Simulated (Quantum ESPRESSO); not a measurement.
## ZnSe (Stilleite): zone-centre phonons and dielectric response under several settings

```
Se Zn
1.0
     0.00000    2.83380    2.83380
     2.83380    0.00000    2.83380
     2.83380    2.83380    0.00000
Se Zn
1 1
Cartesian
  4.2507 4.2507 4.2507
  0.0000 0.0000 0.0000
```

All runs used Quantum ESPRESSO 7.5; potentials Ansatz NC SR PBE; k mesh 4 × 4 × 4, shifted; no spin polarisation; cutoff 1170 eV; occupations smeared at first, fixed for the response.

| level | geometry | volume (Å³/atom) | pressure (GPa) | lowest optical mode without the field (cm⁻¹) | highest mode with the field (cm⁻¹) | ε∞ (mean) | ε0 (mean) | Born charge of atom 1 (e) | sum of the Born charges (e) |
| --- | --- | --- | --- | --- | --- | --- | --- | --- | --- |
| PBE | relaxed at 0 GPa | 23.54 | 0.0 | 195 | 236 | 7.44 | 10.9 | -2.13 | -0.02 |
| PBE | relaxed at 5 GPa | ? | 5.0 | ? | ? | ? | ? | ? | ? |
| PBE | relaxed at 10 GPa | 20.66 | 10.0 | 243 | 275 | 7.20 | 9.3 | -1.92 | -0.03 |
| PBE | relaxed at 20 GPa | 18.98 | 20.0 | 277 | 304 | 7.17 | 8.7 | -1.78 | -0.03 |
| PBE | relaxed at 40 GPa | 16.90 | 40.0 | 329 | 349 | 7.26 | 8.2 | -1.59 | -0.04 |

**Question.** What stands in the row left open?

**Answer.** Volume 21.86 Å³/atom; lowest optical mode without the field 222 cm⁻¹; highest mode with the field 258 cm⁻¹; ε∞ 7.28; ε0 9.8; Born charge of atom 1 -2.01 e; sum of the Born charges -0.03 e.

Caveats: the cell is more than 3 GPa from zero pressure, which shifts response properties (some runs); the volume moved by over 15 % at a fixed basis, so the end points are rough (some runs).

For the row left open. Caveat: the cell is more than 3 GPa from zero pressure, which shifts response properties.
